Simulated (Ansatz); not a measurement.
Ansatz 0.2.0, settings compared: VCO₃

The command:

```bash
ansatz run input.yaml --threads 1 --pin off --max-ram 2560MiB --backend cpu --events-out ev --progress --plain --runs-dir out
```

Input:

```yaml
crystal:
  lattice:
    - [2.29803048, 3.9803043, 0.0]
    - [-2.29803048, 3.9803043, 0.0]
    - [-2.29803048, 1.32676542, 5.07388036]
  atoms:
    - { symbol: V, position: [0.0, 0.0, 0.0] }
    - { symbol: V, position: [0.5, 0.0, 0.5] }
    - { symbol: C, position: [0.25, 0.5, 0.75] }
    - { symbol: C, position: [0.75, 0.5, 0.25] }
    - { symbol: O, position: [0.51, 0.24, 0.75] }
    - { symbol: O, position: [0.25, 0.76, 0.75] }
    - { symbol: O, position: [0.99, 0.5, 0.75] }
    - { symbol: O, position: [0.49, 0.76, 0.25] }
    - { symbol: O, position: [0.75, 0.24, 0.25] }
    - { symbol: O, position: [0.01, 0.5, 0.25] }
  symmetry: { tolerance: 0.0003 }
kpoints:
  mp_grid: { grid: [5, 5, 5], shift: [0, 0, 0] }
magnetization:
  spin_polarized: false
scf:
  occupations: { method: fermi_dirac }
hamiltonian:
  pseudopotentials: { kind: paw }
  xc: r2scan
basis:
  ecutwfc: 500
output:
  forces: true
  stress: true
  eigenvalues: true
  write_density: true
  write_potential: true
  elf: true
  volumetric_format: npy
```

Origin of the cell: a known structure type with other elements, at an estimated volume, so it need not be a known compound.

The smearing width isn't typed, so it takes its default of 0.1 eV.

Output of this run (shortened):

```
SCF iter   1: F=—  HF=-9744.770124 eV  Δρ=1.32e-2  dr2=8.92e-2  dr2_τ=1.76e0
SCF iter   2: F=—  HF=-9745.062617 eV  Δρ=1.36e-2  dr2=6.29e-2  dr2_τ=6.48e-3
SCF iter   3: F=—  HF=-9745.051495 eV  Δρ=6.27e-3  dr2=1.44e-2  dr2_τ=1.68e-3
SCF iter   4: F=—  HF=-9745.049326 eV  Δρ=2.24e-3  dr2=1.77e-3  dr2_τ=1.25e-4
SCF iter   5: F=—  HF=-9745.048989 eV  Δρ=6.00e-4  dr2=1.57e-4  dr2_τ=8.47e-6
SCF iter   6: F=—  HF=-9745.048969 eV  Δρ=1.43e-4  dr2=8.48e-6  dr2_τ=2.12e-6
SCF iter   7: F=—  HF=-9745.048974 eV  Δρ=5.45e-5  dr2=1.45e-6  dr2_τ=9.97e-8
SCF iter   8: F=—  HF=-9745.048974 eV  Δρ=3.28e-5  dr2=5.74e-7  dr2_τ=2.76e-8
SCF iter   9: F=—  HF=-9745.048974 eV  Δρ=1.36e-5  dr2=1.64e-7  dr2_τ=5.71e-9
SCF iter  10: F=-9745.048974 eV  HF=-9745.048974 eV  Δρ=4.54e-6  dr2=1.52e-8  dr2_τ=5.68e-10
SCF 1 converged in 10 iterations: F = -9745.048974 eV  dr2 = 1.52e-8
SCF converged after 10 iterations
Free energy (F): -9745.048974 eV
Harris-Foulkes:  -9745.048974 eV  (|F-HF|=1.14e-8)
Internal energy: -9744.477392 eV  (E = F + TS)
E sigma→0 (E₀):  -9744.763183 eV
Entropy (-TS):   -0.571582 eV (-57.158 meV/atom)
Fermi energy:    11.651669 eV
--- Per-component energies (eV) ---
  E_band       = -575.074744
  E_kinetic    = 1941.377103
  E_local      = -4749.215715  (includes V_loc(G=0)·N_el)
  E_nonlocal   = 268.523413
  E_hartree    = 1841.783714
  E_xc         = -783.873409
  E_vxc        = -1128.079725  (∫ρ·V_xc dr)
  E_paw        = -3419.256583  (= ΣΔE_a)
  E_vpaw       = -664.209665  (= ΣTr[D̂ρ^β])
  E_aug_tail   = 0.006914  (compensation charges beyond the density's cutoff)
  E_vtau       = 72.950997  (kinetic-family band-sum trace: ∫τ·v_τ [+ j·A + Jᵃ·Aᵃ] dr)
  E_ewald      = -4843.050075
  E_core_change = -0.772755  (= ΣΔE_core)
  E_smearing   = -0.571582  (= −TS)
  Σ components = -9745.048974   (vs F -9745.048974, Δ=0.00e0)
--- Forces (eV/Å), atoms counted from 1 ---
  atom   1  V      0.000000     0.000000     0.000000
[… 4 lines left out …]
  atom   6  O     -4.233362     7.332398     0.000002
  atom   7  O     -4.233362    -7.332398    -0.000002
  atom   8  O     -8.466724     0.000000    -0.000000
  atom   9  O      4.233362    -7.332398    -0.000002
  atom  10  O      4.233362     7.332398     0.000002
  max |Σ_I F_I| component: 1.78e-15 eV/Å
--- Stress (GPa, compression-positive) ---
       49.397906      -0.000000       0.000000
       -0.000000      49.397906       0.000015
        0.000000       0.000015      -8.920059
  P = ⅓ Tr σ = 29.9586 GPa (299.586 kbar)
```

The same input was run again with these changes:

1. `scf.algorithm` default → direct_min; `accuracy` default → low
2. `total_charge` default → -1; `kpoints.mp_grid.shift` [0, 0, 0] → [0.5, 0.5, 0.5]; `scf.mixing.preconditioner` default → local_kerker
3. `scf.algorithm` default → density_mixing
4. `hamiltonian.hubbard` default → { sites: [{ species: V, l: d, u_eff: 1.0 }], double_counting: fll }; `scf.occupations.method` fermi_dirac → gaussian; `scf.occupations.width` default → 0.1; typed moments: none

```json
{"run": "base", "end": "converged", "SCF iterations": "10", "P (GPa)": "29.96", "max force component (eV/Å)": "8.467", "gap on mesh (eV)": "none", "moment (μB)": "–", "ΔE(σ→0) (meV/atom)": "0"}
{"run": "1", "end": "converged", "SCF iterations": "6", "P (GPa)": "29.96", "max force component (eV/Å)": "8.467", "gap on mesh (eV)": "none", "moment (μB)": "–", "ΔE(σ→0) (meV/atom)": "0.00"}
{"run": "2", "end": "converged", "SCF iterations": "10", "P (GPa)": "–", "max force component (eV/Å)": "8.337", "gap on mesh (eV)": "–", "moment (μB)": "–", "ΔE(σ→0) (meV/atom)": "–"}
{"run": "3", "end": "converged", "SCF iterations": "10", "P (GPa)": "29.96", "max force component (eV/Å)": "8.467", "gap on mesh (eV)": "none", "moment (μB)": "–", "ΔE(σ→0) (meV/atom)": "0.00"}
{"run": "4", "end": "converged", "SCF iterations": "11", "P (GPa)": "32.40", "max force component (eV/Å)": "8.303", "gap on mesh (eV)": "none", "moment (μB)": "–", "ΔE(σ→0) (meV/atom)": "–"}
```

Energies are compared only where functional, datasets, charge and starting cell are the same.

Caveats of the base run: no spin polarisation, so a magnetic state may lie lower; the given cell is far from equilibrium, with atoms too close or a volume far off; the k mesh is coarse if the cell is a metal.

Run 2: charged cell with a uniform background, whose pressure depends on convention; the k mesh keeps only part of the crystal's symmetry.

The base run ran for 12 s on 1 thread of Intel(R) Xeon(R) Platinum 8488C (Sapphire Rapids), with other jobs on the host, peak memory 0.77 GiB, from the program's own first density.
